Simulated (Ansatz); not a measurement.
**GeSi: a single-point run**

The task is a single-point run on GeSi. The structure is shown as the input types it. The cell is built on a prototype (CsCl type) and needn't be the phase found in nature.

Computed with Ansatz 0.2.0 (density functional or hybrid calculation with the settings of its input, plane waves (as first typed), unless a step's input says otherwise).

13 further runs of the same task are left out: 5 for a known fault of the program, 7 that didn't finish, 1 set aside as unsound or not needed.

## 1. The structure to begin with

It takes space group Pm-3m (No. 221, cubic). Conventional cell: a = 3.210 Å, b = 3.210 Å, c = 3.210 Å, α = 90.00°, β = 90.00°, γ = 90.00°. Ge (site symmetry m-3m) is surrounded by 8 Si at 2.78 Å. Si (site symmetry m-3m) has 8 Ge at 2.78 Å as nearest neighbours.

The input asks for a charge of +2 e on the cell.

As a file:

```cif
data_structure
_symmetry_space_group_name_H-M 'P 1'
_symmetry_Int_Tables_number 1
_cell_length_a 3.2102
_cell_length_b 3.2102
_cell_length_c 3.2102
_cell_angle_alpha 90.000
_cell_angle_beta 90.000
_cell_angle_gamma 90.000
_cell_volume 33.08
loop_
_atom_site_label
_atom_site_type_symbol
_atom_site_fract_x
_atom_site_fract_y
_atom_site_fract_z
_atom_site_occupancy
Ge1 Ge 0.00000 0.00000 0.00000 1
Si1 Si 0.50000 0.50000 0.50000 1
```

## 2. Running it

Input file input.yaml:

```yaml
crystal:
  lattice:
    - [3.2101506375, 0.0, 0.0]
    - [0.0, 3.2101506375, 0.0]
    - [0.0, 0.0, 3.2101506375]
  atoms:
    - { symbol: Ge, position: [0.0, 0.0, 0.0] }
    - { symbol: Si, position: [0.5, 0.5, 0.5] }
kpoints:
  mp_grid: { grid: [6, 6, 6] }
hamiltonian:
  xc: pbe
scf:
  occupations: { method: fermi_dirac, width: 0.02 }
  n_extra_bands: 4
  max_iter: 88
output:
  forces: true
  stress: true
  eigenvalues: true
total_charge: 2
```

Started as:

```sh
> ansatz run input.yaml --threads 4 --pin off --max-ram 3686MiB --backend cpu --events-out ev --progress --plain --runs-dir out
```

**Question.** How will this run end, and is anything wrong with its input?

The program finished normally. It gives a pressure of 34 GPa, which is large; a structure far from rest gives such values too, whatever the setting.

Look at the input: total_charge is 2. With this charge the calculation describes a differently charged system.

To check: delete total_charge (the default then holds).
